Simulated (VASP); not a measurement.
# ZnS (Pm-3m) in VASP: further runs, part 2 of 2

VASP 6.6.1.

**3. Relaxation of cell and atoms, PBEsol**

This run uses another cell than the first one, of 17.62 Å³/atom, 1.147 times its volume.

Contents of INCAR:

```
  PREC = Accurate
  ENCUT = 600
  EDIFF = 1E-6
  ISMEAR = 0
  SIGMA = 0.0101
  LREAL = F
  LASPH = T
  NELM = 60
  ALGO = Fast
  ISIF = 3
  LWAVE = F
  LCHARG = F
  GGA = PS
  IBRION = 2
  NSW = 80
  EDIFFG = -0.03
```

Contents of KPOINTS:

```
regular mesh
0
Gamma
  10 10 10
```

Contents of POSCAR:

```
ZnS
1.0
    3.2787670000      0.0000000000      0.0000000000
    0.0000000000      3.2787670000      0.0000000000
    0.0000000000      0.0000000000      3.2787670000
S Zn
1 1
Direct
    0.0000000000      0.0000000000      0.0000000000
    0.5000000000      0.5000000000      0.5000000000
```

Potentials or basis: VASP PAW PBE potentials, release 64 (S, Zn).

Run with:

```
cat potpaw_PBE.64/S/POTCAR potpaw_PBE.64/Zn/POTCAR > POTCAR
mpirun -np 1 vasp_std > vasp.out
```

OUTCAR:

```text
PREC = Accurate
   ENCUT = 600
   EDIFF = 1E-6
   ISMEAR = 0
   LREAL = F
   LASPH = T
   NELM = 60
   ISIF = 3
   GGA = PS
   IBRION = 2
   NSW = 80
   EDIFFG = -0.03

 ion  position               nearest neighbor table
   1  0.000  0.000  0.000-   2 2.84   2 2.84   2 2.84   2 2.84   2 2.84   2 2.84   2 2.84   2 2.84

   2  0.500  0.500  0.500-   1 2.84   1 2.84   1 2.84   1 2.84   1 2.84   1 2.84   1 2.84   1 2.84

  LATTYP: Found a simple cubic cell.
 ALAT       =     3.2787670000

  Lattice vectors:

 A1 = (   3.2787670000,   0.0000000000,   0.0000000000)
 A2 = (   0.0000000000,   3.2787670000,   0.0000000000)
 A3 = (   0.0000000000,   0.0000000000,   3.2787670000)

Analysis of symmetry for initial positions (statically):
=====================================================================
 Subroutine PRICEL returns:
 Original cell was already a primitive cell.

 Routine SETGRP: Setting up the symmetry group for a
 simple cubic supercell.

 Subroutine GETGRP returns: Found 48 space group operations
 (whereof 48 operations were pure point group operations)
 out of a pool of 48 trial point group operations.

The static configuration has the point symmetry O_h .

Analysis of symmetry for dynamics (positions and initial velocities):
=====================================================================
 Subroutine PRICEL returns:
 Original cell was already a primitive cell.

 Routine SETGRP: Setting up the symmetry group for a
 simple cubic supercell.

 Subroutine GETGRP returns: Found 48 space group operations
 (whereof 48 operations were pure point group operations)
 out of a pool of 48 trial point group operations.

The dynamic configuration has the point symmetry O_h .

 Subroutine INISYM returns: Found 48 space group operations
 (whereof 48 operations are pure point group operations),
 and found     1 'primitive' translations

----------------------------------------------------------------------------------------

                                     Primitive cell

  volume of cell :      35.2478

  direct lattice vectors                    reciprocal lattice vectors
     3.278767000  0.000000000  0.000000000     0.304992700  0.000000000  0.000000000
     0.000000000  3.278767000  0.000000000     0.000000000  0.304992700  0.000000000
     0.000000000  0.000000000  3.278767000     0.000000000  0.000000000  0.304992700

  length of vectors
     3.278767000  3.278767000  3.278767000     0.304992700  0.304992700  0.304992700

  position of ions in fractional coordinates (direct lattice)
     0.000000000  0.000000000  0.000000000
     0.500000000  0.500000000  0.500000000

  ion indices of the primitive-cell ions
   primitive index   ion index
                 1           1
                 2           2

----------------------------------------------------------------------------------------

 KPOINTS: regular mesh

Automatic generation of k-mesh.
 Grid dimensions read from file:
 generate k-points for:   10   10   10

 Generating k-lattice:

  Cartesian coordinates                     Fractional coordinates (reciprocal lattice)
     0.030499270  0.000000000  0.000000000     0.100000000  0.000000000  0.000000000
     0.000000000  0.030499270  0.000000000     0.000000000  0.100000000  0.000000000
     0.000000000  0.000000000  0.030499270     0.000000000  0.000000000  0.100000000

  Length of vectors
     0.030499270  0.030499270  0.030499270

  Shift w.r.t. Gamma in fractional coordinates (k-lattice)
     0.000000000  0.000000000  0.000000000

 Subroutine IBZKPT returns following result:
 ===========================================

 Found     56 irreducible k-points:

 Following reciprocal coordinates:
            Coordinates               Weight
  0.000000  0.000000  0.000000      1.000000
  0.100000  0.000000  0.000000      6.000000
  0.200000  0.000000  0.000000      6.000000
  0.300000  0.000000  0.000000      6.000000
  0.400000  0.000000  0.000000      6.000000
  0.500000  0.000000  0.000000      3.000000
[... 16 lines left out ...]
  0.200000  0.100000  0.100000     24.000000
  0.300000  0.100000  0.100000     24.000000
 [... further k-points ...]
   k-points           NKPTS =     56   k-points in BZ     NKDIM =     56   number of bands    NBANDS=     13
   number of dos      NEDOS =    301   number of ions     NIONS =      2
   total plane-waves  NPLWV =  21952
   dimension x,y,z NGX =    28 NGY =   28 NGZ =   28
   dimension x,y,z NGXF=    56 NGYF=   56 NGZF=   56
   ions per type =               1   1
   NGX,Y,Z   is equivalent  to a cutoff of  14.20, 14.20, 14.20 a.u.
   NGXF,Y,Z  is equivalent  to a cutoff of  28.39, 28.39, 28.39 a.u.
 SYSTEM =  unknown system
   PREC   = accura    normal or accurate (medium, high low for compatibility)
   ISTART =      0    job   : 0-new  1-cont  2-samecut
   ICHARG =      2    charge: 1-file 2-atom 10-const
   ISPIN  =      1    spin polarized calculation?
   LNONCOLLINEAR =      F non collinear calculations
   LSORBIT =      F    spin-orbit coupling
   LASPH  =      T    aspherical Exc in radial PAW
   ENCUT  =  600.0 eV  44.10 Ry    6.64 a.u.   6.55  6.55  6.55*2*pi/ulx,y,z
   NELM   =     60;   NELMIN=  2; NELMDL= -5     # of ELM steps
   EDIFF  = 0.1E-05   stopping-criterion for ELM
   LREAL  =      F    real-space projection
   EDIFFG = -.3E-01   stopping-criterion for IOM
   NSW    =     80    number of steps for IOM
   IBRION =      2    ionic relax: 0-MD 1-quasi-New 2-CG
   NFREE  =      1    steps in history (QN), initial steepest desc. (CG)
   ISIF   =      3    stress and relaxation
   ISYM   =      2    0-nonsym 1-usesym 2-fastsym
   POTIM  = 0.5000    time-step for ionic-motion
   TEBEG  =    0.0;   TEEND  =   0.0 temperature during run
   PSTRESS=    0.0 pullay stress
   NELECT =      18.0000    total number of electrons
   NUPDOWN=      -1.0000    fix difference up-down
   EMIN   =  10.00;   EMAX   =-10.00  energy-range for DOS
   EFERMI =   0.00;   METHOD = LEGACY
   ISMEAR =     0;   SIGMA  =   0.01  broadening in eV -4-tet -1-fermi 0-gaus
   EFERMI_NEDOS =   21; number of points for ismear=-14 and -15
   IALGO  =     68    algorithm
   IMIX   =      4    mixing-type and parameters
     AMIX     =   0.40;   BMIX     =  1.00
     AMIX_MAG =   1.60;   BMIX_MAG =  1.00
  volume/ion in A,a.u.               =      17.62       118.93
  Fermi-wavevector in a.u.,A,eV,Ry     =   1.308544  2.472790 23.297097  1.712288
  Thomas-Fermi vector in A             =   2.439204
   LORBIT       =      0    0 simple, 1 ext, 2 COOP (PROOUT), +10 PAW based schemes
   GGA     = PS    functional components
   LHFCALC =     F    Hartree Fock is set to
   AEXX    =    0.0000 exact exchange contribution
   IVDW    =     0    specifies the selected vdW correction
   LEPSILON=     F    determine dielectric tensor
   LRPA    =     F    only Hartree local field effects (RPA)
 conjugate gradient relaxation of ions
 non-spin polarized calculation
 RMM-DIIS sequential band-by-band and
 Gauss-broadening in eV      SIGMA  =   0.01
  energy-cutoff  :      600.00
  volume of cell :       35.25
 maximum number of plane-waves:      1208
 NGX is ok and might be reduce to    28
   NGX = 13   NGY = 13   NGZ = 13

--------------------------------------- Ionic step        1  -------------------------------------------

 number of electron      18.0000019 magnetization

 Free energy of the ion-electron system (eV)
  ---------------------------------------------------
  ext. energy  EPLUGINS =         0.00000000
  ---------------------------------------------------
  free energy    TOTEN  =        -5.64193209 eV

  energy without entropy =       -5.64181082  energy(sigma->0) =       -5.64187145

 E-fermi :   3.7255     XC(G=0): -10.8112

 val. band max:        3.7216292954   @ k =   0.4000   0.1000   0.0000
 cond. band min:       3.7421098491   @ k =   0.5000   0.5000   0.1000
 fundamental gap:      0.0204805537
 Fermi energy:         3.7255122025

 k-point     1 :       0.0000    0.0000    0.0000
  band No.  band energies     occupation
      1     -10.0576      2.00000
      2      -3.1543      2.00000
      3      -3.1543      2.00000
      4      -2.8268      2.00000
      5      -2.8268      2.00000
      6      -2.8268      2.00000
      7       2.6301      2.00000
      8       2.6301      2.00000
      9       2.6301      2.00000
     10       2.7775      2.00000
     11       9.9882      0.00000
     12       9.9882      0.00000
     13      15.0919      0.00000
[... 437 lines left out ...]
  energy  without entropy=       -5.7807274912  energy(sigma->0) =       -5.78076131

--------------------------------------- Ionic step        3  -------------------------------------------

 number of electron      18.0000000 magnetization

 Free energy of the ion-electron system (eV)
  ---------------------------------------------------
  ext. energy  EPLUGINS =         0.00000000
  ---------------------------------------------------
  free energy    TOTEN  =        -5.78092656 eV

  energy without entropy =       -5.78085852  energy(sigma->0) =       -5.78089254

 E-fermi :   5.0904     XC(G=0): -11.4629

 val. band max:        5.0682226982   @ k =   0.5000   0.4000   0.1000
 cond. band min:       5.0918917813   @ k =   0.4000   0.0000   0.0000
 fundamental gap:      0.0236690832
 Fermi energy:         5.0904233421

 k-point     1 :       0.0000    0.0000    0.0000
  band No.  band energies     occupation
      1      -9.7475      2.00000
      2      -2.0472      2.00000
      3      -2.0472      2.00000
      4      -1.5928      2.00000
      5      -1.5928      2.00000
      6      -1.5928      2.00000
      7       3.7595      2.00000
      8       3.7595      2.00000
      9       3.7595      2.00000
     10       4.7993      2.00000
     11      11.1228      0.00000
     12      11.1228      0.00000
     13      17.7370      0.00000
[... 397 lines left out ...]
  FREE ENERGIE OF THE ION-ELECTRON SYSTEM (eV)
  ---------------------------------------------------
  free  energy   TOTEN  =        -5.7809265570 eV

  energy  without entropy=       -5.7808585170  energy(sigma->0) =       -5.78089254

 reached required accuracy - stopping structural energy minimisation
```

OSZICAR:

```text
N       E                     dE             d eps       ncg     rms          rms(c)
DAV:   1     0.781675688496E+02    0.78168E+02   -0.96246E+03  1456   0.183E+03
[... 29 lines left out ...]
DAV:   1    -0.578638689822E+01   -0.55919E-02   -0.73986E-02  1856   0.621E+00    0.535E-01
RMM:   2    -0.578161326838E+01    0.47736E-02   -0.15489E-02  1456   0.188E+00    0.207E-01
RMM:   3    -0.578108908956E+01    0.52418E-03   -0.77929E-04  1459   0.248E-01    0.879E-02
RMM:   4    -0.578095376317E+01    0.13533E-03   -0.16397E-04  1464   0.124E-01    0.408E-02
RMM:   5    -0.578092616716E+01    0.27596E-04   -0.44097E-05  1456   0.999E-02    0.128E-02
RMM:   6    -0.578092600997E+01    0.15719E-06   -0.10997E-05  1420   0.414E-02    0.346E-03
RMM:   7    -0.578092655701E+01   -0.54704E-06   -0.30405E-06  1063   0.232E-02
   3 F= -.57809266E+01 E0= -.57808925E+01  d E =-.138994E+00
```

CONTCAR:

```text
ZnS
   1.00000000000000
     3.1363189200156549    0.0000000000000000    0.0000000000000000
     0.0000000000000000    3.1363189200156545   -0.0000000000000000
    -0.0000000000000000    0.0000000000000000    3.1363189200156549
  S               Zn
     1     1
Direct
     0.0000000000000000    0.0000000000000000    0.0000000000000000
     0.5000000000000000    0.5000000000000000    0.5000000000000000

  0.00000000E+00  0.00000000E+00  0.00000000E+00
  0.00000000E+00  0.00000000E+00  0.00000000E+00
```

It took 1.7 min on 1 thread of Intel Xeon Platinum 8375C at 2.90GHz (Ice Lake), shared host; peak memory 0.18 GiB.

What came out:

- Free energy: -5.7809 eV
- Relaxed volume: 15.43 Å³/atom
- Relaxed cell: a = 3.136 Å, b = 3.136 Å, c = 3.136 Å, α = 90.00°, β = 90.00°, γ = 90.00°
- Space group after relaxing (to 0.05 Å): Pm-3m (No. 221)
- Energy gained by relaxing: 69.5 meV/atom
- Ionic steps: 3
- Pressure after relaxing: 0.0 GPa
- Band gap on the k mesh: none (metal or under the smearing width)

Step by step:
| step | energy change (eV) | largest force (eV/Å) | pressure (GPa) | volume (Å³) |
| --- | --- | --- | --- | --- |
| 1 | 0.0000 | 0.0000 | -8.52 | 35.25 |
| 2 | -0.1389 | 0.0000 | 0.57 | 30.68 |
| 3 | -0.1390 | 0.0000 | 0.05 | 30.85 |

Final structure:
```
S Zn
1.0
     3.13632    0.00000    0.00000
     0.00000    3.13632    0.00000
     0.00000    0.00000    3.13632
S Zn
1 1
Direct
  0.00000 0.00000 0.00000
  0.50000 0.50000 0.50000
```

Levels at points of the mesh, in eV from the Fermi level:
| k point | band 6 | band 7 | band 8 | band 9 | band 10 | band 11 | band 12 | band 13 |
| --- | --- | --- | --- | --- | --- | --- | --- | --- |
| (0.00, 0.00, 0.00) | -6.68 | -1.33 | -1.33 | -1.33 | -0.29 | 6.03 | 6.03 | 12.65 |
| (0.50, 0.00, 0.00) | -6.66 | -6.14 | 0.18 | 0.18 | 3.99 | 5.19 | 7.23 | 7.23 |
| (0.50, 0.50, 0.00) | -6.43 | -5.58 | -5.58 | -1.82 | 0.50 | 8.67 | 8.67 | 9.21 |
| (0.50, 0.50, 0.50) | -6.52 | -2.66 | -2.66 | -2.66 | 1.08 | 1.08 | 1.08 | 2.47 |

Caveat: the PAW data sets were made with another functional, which shifts forces and pressure a little.
